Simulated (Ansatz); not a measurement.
# Ta4N5: course of a relaxation

The calculation used Ansatz, DFT r2SCAN, scalar-relativistic, plane waves, PAW. (500 eV cutoff, 10×10×10 k-mesh, Gaussian smearing of 0.10 eV, no spin polarisation)

What was changed: relaxed at 25 GPa.

A cell with an odd number of electrons and no spin polarisation is a metal by construction and may be lower with spin. Spin–orbit coupling is left out, which can shift energies with elements as heavy as these.

Other phases may be more stable at this pressure.

Command:

```bash
ansatz run input.yaml --threads 2 --pin off --max-ram 5120MiB --backend cpu --events-out ev --progress --plain --runs-dir out
```

Input:

```yaml
crystal:
  lattice:
    - [-3.3484760075, 3.3484760075, 2.0866039345]
    - [3.3484760075, -3.3484760075, 2.0866039345]
    - [3.3484760075, 3.3484760075, -2.0866039345]
  atoms:
    - { symbol: Ta, position: [0.7838842046, 0.605470612, 0.3893548165] }
    - { symbol: Ta, position: [0.394529388, 0.7838842046, 0.1784135926] }
    - { symbol: Ta, position: [0.605470612, 0.2161157954, 0.8215864074] }
    - { symbol: Ta, position: [0.2161157954, 0.394529388, 0.6106451835] }
    - { symbol: "N", position: [0.5, 0.5, 0.0] }
    - { symbol: "N", position: [0.9090412051, 0.3058056253, 0.2148468304] }
    - { symbol: "N", position: [0.6941943747, 0.9090412051, 0.6032355798] }
    - { symbol: "N", position: [0.3058056253, 0.0909587949, 0.3967644202] }
    - { symbol: "N", position: [0.0909587949, 0.6941943747, 0.7851531696] }
basis:
  ecutwfc: 500
kpoints:
  mp_grid: { grid: [10, 10, 10] }
hamiltonian:
  xc: r2scan
scf:
  occupations: { method: gaussian, width: 0.1 }
output:
  forces: true
  stress: true
  eigenvalues: true
relax:
  adjacent_minimum: "off"
  f_tol: 0.008
  max_steps: 50
  cell: { stress_tol: 0.08, p_target: 25.0 }
```

F is the free energy. Steps run on the plane waves of an earlier cell, but the last one, and at times one on the way, on a freshly chosen basis, so a repeated geometry can differ a little in energy. The relaxation lowers the enthalpy F + PV at the target pressure, so F itself can rise.

Steps:

| step | F − F(1) (eV) | largest force component (eV/Å) | V (Å³/atom) | P (GPa) |
| --- | --- | --- | --- | --- |
| 1 | 0.0000 | 0.220 | 10.398 | 26.67 |
| 2 | -0.0494 | 0.096 | 10.426 | 24.40 |
| 3 | -0.0317 | 0.030 | 10.413 | 25.01 |
| 4 | -0.0318 | 0.002 | 10.413 | 25.00 |
| 5 | -0.0319 | 0.002 | 10.413 | 25.00 |

Relaxed structure:

```yaml
crystal:
  lattice:
    - [-3.34672, 3.34672, 2.09173]
    - [3.34672, -3.34672, 2.09173]
    - [3.34672, 3.34672, -2.09173]
  atoms:
    - { symbol: Ta, position: [0.78477, 0.60519, 0.38996] }
    - { symbol: Ta, position: [0.39481, 0.78477, 0.17958] }
    - { symbol: Ta, position: [0.60519, 0.21523, 0.82042] }
    - { symbol: Ta, position: [0.21523, 0.39481, 0.61004] }
    - { symbol: N, position: [0.50000, 0.50000, 0.00000] }
    - { symbol: N, position: [0.90960, 0.30311, 0.21271] }
    - { symbol: N, position: [0.69689, 0.90960, 0.60649] }
    - { symbol: N, position: [0.30311, 0.09040, 0.39351] }
    - { symbol: N, position: [0.09040, 0.69689, 0.78729] }
```

It takes space group I4/m (No. 87, tetragonal). The conventional cell has a = 6.693 Å, b = 6.693 Å, c = 4.183 Å, α = 90.00°, β = 90.00°, γ = 90.00°. Around Ta (site symmetry m) lie 6 N at 2.03 to 2.19 Å. Around N (site symmetry 4/m) lie 4 Ta at 2.03 Å. Around N (site symmetry m) lie 5 Ta at 2.10 to 2.19 Å.

The run converged. It took 3.7 min on 2 threads of Oxide Virtual Turin-like Processor (Zen 5), on a shared host, peak memory 1.1 GiB.